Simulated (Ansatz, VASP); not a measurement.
## Two plane-wave programs on CdS

POSCAR

```
CdS
1.0
    4.2611695877      0.0000000000      0.0000000000
   -2.1305847939      3.6902811128      0.0000000000
    0.0000000000      0.0000000000      5.8041729400
Cd S
1 1
Direct
    0.0000000000      0.0000000000      0.4426919200
    0.6666666667      0.3333333333      0.4343080800
```

The input INCAR.step1:

```
ALGO = Normal
EDIFF = 1E-4
ENCUT = 520
GGA = PE
ISMEAR = 0
LASPH = T
LCHARG = F
LREAL = F
LWAVE = T
NBANDS = 16
NELM = 100
PREC = Accurate
SIGMA = 0.05
```

File INCAR.step2:

```
ALGO = Normal
EDIFF = 1E-6
ENCUT = 520
ISIF = 2
ISMEAR = 0
ISTART = 1
LASPH = T
LCHARG = T
LELF = T
LMIXTAU = T
LREAL = F
LVHAR = T
LWAVE = F
METAGGA = R2SCAN
NBANDS = 16
NELM = 100
PREC = Accurate
SIGMA = 0.05
```

File KPOINTS:

```
k-points
0
Gamma
  9 9 6
```

Input for Ansatz:

```yaml
crystal:
  lattice:
    - [4.2611695877, 0.0, 0.0]
    - [-2.1305847939, 3.6902811128, 0.0]
    - [0.0, 0.0, 5.80417294]
  atoms:
    - { symbol: Cd, position: [0.0, 0.0, 0.44269192] }
    - { symbol: S, position: [0.6666666667, 0.3333333333, 0.43430808] }
basis:
  ecutwfc: 500
kpoints:
  mp_grid: { grid: [9, 9, 6] }
hamiltonian:
  xc: r2scan
scf:
  occupations: { method: gaussian, width: 0.05 }
output:
  forces: true
  stress: true
  eigenvalues: true
```

Measurements of this composition are mostly on another form, of space group No. 186.

Alike in both runs: task single point; functional r2SCAN; k mesh 9 × 9 × 6; occupations gaussian, width 0.05 eV; no spin polarisation.

|  | VASP | Ansatz |
| --- | --- | --- |
| version | VASP 6.6.1 | Ansatz 0.2.0 |
| potentials or method | VASP PAW PBE potentials, release 64 (Cd, S) | scalar-relativistic, plane waves, PAW |
| plane-wave cutoff (eV) | 520 | 500 |
| valence electrons in the cell | 18 | 26 |

```csv
,VASP,Ansatz,Ansatz less VASP
gap on the k mesh at the Fermi level (eV),1.90,1.91,+0.005
least direct gap on the mesh (eV),1.91,1.91,+0.005
pressure (GPa),-0.7,-0.8,-0.16
largest component of the traceless stress (GPa),0.59,0.76,+0.171
rms of the force components (eV/Å),0.008,0.009,+0.0016
```

Atom by atom the forces differ by 0.002 eV/Å (rms over components). The two sets of potentials don't hold the same shells in valence.

Caveats: the PAW data sets were made with another functional, which shifts forces and pressure a little (VASP); an odd mesh through Γ misses points on the zone boundary, where band edges often lie. r2SCAN opens gaps a little over a GGA but as a rule still falls short of measured ones.
